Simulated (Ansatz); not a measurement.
## I: computed properties

These are results of Ansatz 0.2.0, DFT r2SCAN, scalar-relativistic, plane waves, PAW, not measurements.

Plane waves to 500 eV, a k mesh through Γ of 18×18×18 on the computed 1-atom cell and Gaussian smearing (0.10 eV); no spin polarisation.

The structure is relaxed at this level of theory with its symmetry kept. This form isn't the element's structure at ambient conditions.

```cif
data_structure
_symmetry_space_group_name_H-M 'I4/mmm'
_symmetry_Int_Tables_number 139
_cell_length_a 3.2285
_cell_length_b 3.2285
_cell_length_c 7.8409
_cell_angle_alpha 90.000
_cell_angle_beta 90.000
_cell_angle_gamma 90.000
_cell_volume 81.73
loop_
_atom_site_label
_atom_site_type_symbol
_atom_site_symmetry_multiplicity
_atom_site_Wyckoff_symbol
_atom_site_fract_x
_atom_site_fract_y
_atom_site_fract_z
_atom_site_occupancy
I1 I 2 a 0.00000 0.00000 0.00000 1
```

Problem. Formation energy from the elements' standard states (uncorrected)?

Solution. +0.145 eV/atom.

Problem. Density of states at the Fermi level?

Solution. 0.47 states/eV per cell.

Problem. Löwdin character within 0.5 eV of the Fermi level?

Solution. I 5p 97 %.

Problem. Bader charges (e)?

Solution. I (1 in the cell) 0.00.

Spin-orbit coupling is left out, which matters for the bands of heavy elements. Each cell of I holds layers, and where no dispersion correction was added their binding is poorly described. Spin polarisation was left out, and a magnetic state may lie lower.